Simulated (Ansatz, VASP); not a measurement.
**Te: VASP beside Ansatz**

File INCAR:

```
SYSTEM = Te
PREC = Accurate ; ENCUT = 520
EDIFF = 1E-7 ; ISMEAR = -1
SIGMA = 0.08 ; LREAL = .FALSE.
LASPH = .TRUE. ; NELM = 60
ALGO = Normal ; ISIF = 2
LWAVE = .FALSE. ; LCHARG = .TRUE.
GGA = PE ; LELF = .TRUE.
LVHAR = .TRUE. ; NBANDS = 16
```

KPOINTS

```
Automatic mesh
0
G
  9 9 6
  0 0 0
```

File POSCAR:

```
Te
1.0
    4.5025794533      0.0000000000      0.0000000000
   -2.2512897267      3.8993481891      0.0000000000
    0.0000000000      0.0000000000      5.9250000000
Te
3
Direct
    0.7450000000      0.0000000000      0.3333333333
    0.0000000000      0.7450000000      0.6666666667
    0.2550000000      0.2550000000      0.0000000000
```

Input for Ansatz:

```yaml
crystal:
  lattice:
    - [4.5025794533, 0.0, 0.0]
    - [-2.2512897267, 3.8993481891, 0.0]
    - [0.0, 0.0, 5.925]
  atoms:
    - { symbol: Te, position: [0.745, 0.0, 0.3333333333] }
    - { symbol: Te, position: [0.0, 0.745, 0.6666666667] }
    - { symbol: Te, position: [0.255, 0.255, 0.0] }
kpoints:
  mp_grid: { grid: [9, 9, 6] }
  band_path:
    path:
      - [0.0, 0.0, 0.0]
      - [0.5, 0.0, 0.0]
      - [0.3333333333, 0.3333333333, 0.0]
      - [0.0, 0.0, 0.0]
      - [0.0, 0.0, 0.5]
      - [0.5, 0.0, 0.5]
      - [0.3333333333, 0.3333333333, 0.5]
      - [0.0, 0.0, 0.5]
      - [0.5, 0.0, 0.5]
    npoints: 5
scf:
  occupations: { method: fermi_dirac, width: 0.08 }
hamiltonian:
  xc: pbe
  pseudopotentials: { kind: all_electron, lapw: { basis_error: 0.0005 } }
output:
  forces: true
  stress: true
  eigenvalues: true
```

Change from the starting cell: equal xx and yy strain of +1 %.

Alike in both runs: task single point; functional PBE; k mesh 9 × 9 × 6; occupations fermi-dirac, width 0.08 eV; no spin polarisation.

```csv
,VASP,Ansatz
version,VASP 6.6.1,Ansatz 0.2.0
potentials or method,"VASP PAW PBE potentials, release 64 (Te)","all-electron LAPW, scalar-relativistic"
plane-wave cutoff (eV),520,see its input
```

```csv
,VASP,Ansatz,Ansatz less VASP
pressure (GPa),2.3,2.3,-0.03
largest component of the traceless stress (GPa),0.58,0.54,-0.036
rms of the force components (eV/Å),0.295,0.283,-0.0120
```

Atom by atom the forces differ by 0.012 eV/Å (rms over components). Ansatz ran all-electron here, so the differences hold the error of VASP's frozen core and of both bases.

Caveats: spin-orbit coupling is left out, which moves the levels of the heavy elements; an odd mesh through Γ misses points on the zone boundary, where band edges often lie.
